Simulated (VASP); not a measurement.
## From an Ansatz input to VASP: InAs (zincblende)

Ansatz input

```yaml
crystal:
  lattice:
    - [0.0, 3.0545904731, 3.0545904731]
    - [3.0545904731, 0.0, 3.0545904731]
    - [3.0545904731, 3.0545904731, 0.0]
  atoms:
    - { symbol: In, position: [0.0, 0.0, 0.0] }
    - { symbol: As, position: [0.25, 0.25, 0.25] }
kpoints:
  mp_grid: { grid: [8, 8, 8] }
  band_path:
    path:
      - [0.0, 0.0, 0.0]
      - [-0.5, -0.5, 0.0]
      - [-0.375, -0.375, 0.25]
      - [-0.375, 0.0, 0.375]
      - [0.0, 0.0, 0.5]
      - [-0.5, -0.25, 0.25]
    npoints: 1
hamiltonian:
  xc: pbe
scf:
  occupations: { method: fermi_dirac, width: 0.02 }
  n_extra_bands: 4
output:
  forces: true
  stress: true
  eigenvalues: true
  write_density: true
  write_potential: true
  elf: true
  volumetric_format: npy
```

Problem. Write VASP inputs for this cell and level of theory.

Solution. 

INCAR

```
SIGMA = 0.02
LREAL = .FALSE.
LASPH = .TRUE.
ISIF = 2
ISMEAR = -1
GGA = PE
NBANDS = 16
NELM = 120
ENCUT = 520
EDIFF = 1E-7
IBRION = -1
LCHARG = .FALSE.
PREC = Accurate
LWAVE = .FALSE.
NSW = 0
```

KPOINTS

```
KPOINTS created by Atomic Simulation Environment
0
Gamma
8 8 8
0 0 0
```

KPOINTS_OPT

```
special points
6
Reciprocal
0.0000000000 0.0000000000 0.0000000000 1
-0.5000000000 -0.5000000000 0.0000000000 1
-0.3750000000 -0.3750000000 0.2500000000 1
-0.3750000000 0.0000000000 0.3750000000 1
0.0000000000 0.0000000000 0.5000000000 1
-0.5000000000 -0.2500000000 0.2500000000 1
```

POSCAR

```
In As
 1.0000000000000000
     0.0000000000000000    3.0545904730571598    3.0545904730571598
     3.0545904730571598    0.0000000000000000    3.0545904730571598
     3.0545904730571598    3.0545904730571598    0.0000000000000000
 In  As
   1   1
Cartesian
  0.0000000000000000  0.0000000000000000  0.0000000000000000
  1.5272952365285799  1.5272952365285799  1.5272952365285799
```

VASP ran with the recommended PBE PAW datasets (18 valence electrons in the cell). Other inputs would serve too.

```json
{"": "gap between bands v and c", "Ansatz": "0.00 eV", "VASP": "0.00 eV"}
{"": "least direct gap", "Ansatz": "0.00 eV", "VASP": "0.00 eV"}
{"": "pressure", "Ansatz": "2.0 GPa", "VASP": "2.1 GPa"}
```

The two codes use different PAW datasets and cutoffs. VASP's cell holds 18 valence electrons and Ansatz's 28. Ansatz's stress includes a Pulay correction; VASP's doesn't.
